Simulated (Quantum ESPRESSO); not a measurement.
Crystal: SnO.

```
CELL_PARAMETERS angstrom
3.81370 0.00000 0.00000
0.00000 3.81370 0.00000
0.00000 0.00000 4.88691
ATOMIC_POSITIONS crystal
Sn 0.50000 0.00000 0.76463
Sn 0.00000 0.50000 0.23537
O 0.00000 0.00000 0.00000
O 0.50000 0.50000 0.00000
```

The cell is a database's computed one.

```yaml
Program: Quantum ESPRESSO 7.5
Task: single point
Functional: PBE
Potentials_or_basis: SSSP 1.3 efficiency PBE
Cutoff: 816 eV
Density_cutoff: 6531 eV
k_mesh: 7 × 7 × 6
Occupations: fermi-dirac, width 0.05 eV
Spin: no spin polarisation
```

On this cell: pressure 3.7 GPa; largest force 0.433 eV/Å; band gap on the k mesh 0.38 eV, indirect (least direct gap 2.05 eV).

The same run follows on a disturbed copy (atoms moved at random, drawn with an rms of 0.05 Å):

```
Sn O
1.0
     3.81370    0.00000    0.00000
     0.00000    3.81370    0.00000
     0.00000    0.00000    4.88691
Sn O
2 2
Cartesian
  1.9419 -0.0165 3.7618
  0.0122 1.9097 1.0991
  0.0261 0.0131 -0.0093
  1.8823 1.8902 -0.0079
```

**Question.** What does the disturbed cell give?

**Answer.** The energy moves by +18.6 meV/atom; pressure 6.3 GPa; largest force 1.230 eV/Å; band gap on the k mesh 0.62 eV, indirect (least direct gap 1.95 eV).

Forces on the atoms (eV/Å):
```
Sn  -0.110  0.048 -1.137
Sn  -0.103  0.000  1.226
O   -0.192 -0.189 -0.029
O    0.404  0.142 -0.060
```

Stress tensor (GPa, compression positive):
```
 6.37  0.04 -0.19
 0.04  6.25  0.02
-0.19  0.02  6.17
```

Caveats: spin-orbit coupling is left out, which moves the levels of the heavy elements; an odd mesh through Γ misses points on the zone boundary, where band edges often lie.
